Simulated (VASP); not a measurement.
# SnSe in VASP 6.6.1, single-point calculation

INCAR

```
LCHARG = .FALSE.
IBRION = -1
LREAL = .FALSE.
EDIFF = 1E-7
ISIF = 2
LWAVE = .FALSE.
NSW = 0
NBANDS = 17
IVDW = 11
SIGMA = 0.02
PREC = Accurate
NELM = 120
GGA = PE
ISMEAR = -1
LASPH = .TRUE.
ENCUT = 520
```

KPOINTS

```
KPOINTS created by Atomic Simulation Environment
0
Gamma
8 8 8
0 0 0
```

POSCAR

```
Sn Se
 1.0000000000000000
     0.0772543785000000    3.0793675323000000    3.0793675323000000
     3.0793675323000000    0.0772543785000000    3.0793675323000000
     3.0793675323000000    3.0793675323000000    0.0772543785000000
 Sn  Se
   1   1
Cartesian
  0.0000000000000000  0.0000000000000000  0.0000000000000000
  3.1179947215500001  3.1179947215500001  3.1179947215500001
```

The recommended PBE PAW datasets give the neutral cell 20 valence electrons.

Command

```
mpirun -np 1 vasp_std
```

Problem. Predict the outcome of this run.

Solution. It converged. Results: gap between bands v and c on the k mesh 0.21 eV; least direct gap on the k mesh 0.45 eV; pressure -1.7 GPa. Band v is the last that the valence electrons fill when counted band by band, and c is the next.

OSZICAR

```
N       E                     dE             d eps       ncg     rms          rms(c)
DAV:   1     0.129513173576E+03    0.12951E+03   -0.96922E+03  2235   0.141E+03
DAV:   2     0.397298848744E+01   -0.12554E+03   -0.12155E+03  2363   0.341E+02
DAV:   3    -0.810739322373E+01   -0.12080E+02   -0.12003E+02  2714   0.926E+01
DAV:   4    -0.840939712372E+01   -0.30200E+00   -0.30174E+00  2669   0.155E+01
DAV:   5    -0.841823518057E+01   -0.88381E-02   -0.88377E-02  3217   0.259E+00    0.294E+00
DAV:   6    -0.821323035272E+01    0.20500E+00   -0.52453E-01  3139   0.403E+00    0.173E+00
DAV:   7    -0.821243306249E+01    0.79729E-03   -0.85408E-02  2527   0.128E+00    0.895E-01
DAV:   8    -0.821476211252E+01   -0.23291E-02   -0.93234E-03  2613   0.840E-01    0.126E-01
DAV:   9    -0.821453331191E+01    0.22880E-03   -0.15045E-03  3178   0.300E-01    0.561E-02
DAV:  10    -0.821461910982E+01   -0.85798E-04   -0.19216E-04  2507   0.779E-02    0.127E-02
DAV:  11    -0.821462551503E+01   -0.64052E-05   -0.17467E-05  2904   0.364E-02    0.251E-03
DAV:  12    -0.821462588998E+01   -0.37495E-06   -0.14034E-06  2824   0.117E-02    0.130E-03
DAV:  13    -0.821462582344E+01    0.66543E-07   -0.78573E-08  2091   0.245E-03
   1 F= -.86266680E+01 E0= -.86266634E+01  d E =-.917947E-05
```

Standard output (part)

```
POSCAR found type information on POSCAR SnSe
 POSCAR found :  2 types and       2 ions
 LDA part: xc-table for (Slater+PW92), standard interpolation
 POSCAR, INCAR and KPOINTS ok, starting setup
 WAVECAR not read
 entering main loop
```

For comparison, a separate PBE run of the intended cell, on usual settings and not on those above, gives a gap of 0.21 eV on its mesh and a pressure of -0.6 GPa.
